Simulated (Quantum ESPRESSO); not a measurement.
## BaF2 (Frankdicksonite) under changes of volume

One of the cells (19.862 Å³/atom); the others are scaled copies at fixed shape and fractional positions:

```
Ba F
1.0
     0.00000    3.10005    3.10005
     3.10005    0.00000    3.10005
     3.10005    3.10005    0.00000
Ba F
1 2
Cartesian
  0.0000 0.0000 0.0000
  4.6501 4.6501 4.6501
  1.5500 1.5500 1.5500
```

| Property | Result |
| --- | --- |
| Program | Quantum ESPRESSO 7.5 |
| Functional | PBEsol |
| Potentials or basis | PseudoDojo 0.4.1 SR PBEsol standard |
| Cutoff | 1143 eV |
| Density cutoff | 4572 eV |
| k mesh | 8 × 8 × 8 |
| Occupations | fermi-dirac, width 0.05 eV |
| Spin | no spin polarisation |

```csv
volume (Å³/atom),energy over the lowest point (meV/atom),pressure (GPa),gap on the mesh (eV)
18.670,5.86,2.6,6.94
19.067,1.20,1.1,6.85
19.464,0.00,-0.2,6.77
19.862,1.86,-1.3,6.68
20.259,6.45,-2.4,6.60
20.656,13.45,-3.3,6.52
21.053,?,?,?
```

**Question.** What does the run at 21.053 Å³/atom give?

**Answer.** Energy over the lowest point 22.59 meV/atom; pressure -4.1 GPa; gap on the mesh 6.44 eV.

Worked out: A Birch-Murnaghan fit of order 3 (a polynomial in V^(-2/3)) to the other rows has its minimum at 19.41 Å³/atom with B0 = V·E''(V) = 61 GPa and B' = 4.8. It gives 22.60 meV/atom at 21.053 Å³/atom, against the run's 22.59, and -dE/dV = -4.1 GPa, against -4.1. A straight line through the other rows of the gap, of slope -4.15 eV per unit of ln V, extrapolates to 6.44 eV, against the run's 6.44.

Energies are extrapolated to zero smearing.

Caveats: this release of the barium file is off; spin-orbit coupling is left out, which moves the levels of the heavy elements.

A mesh can miss the band edges.
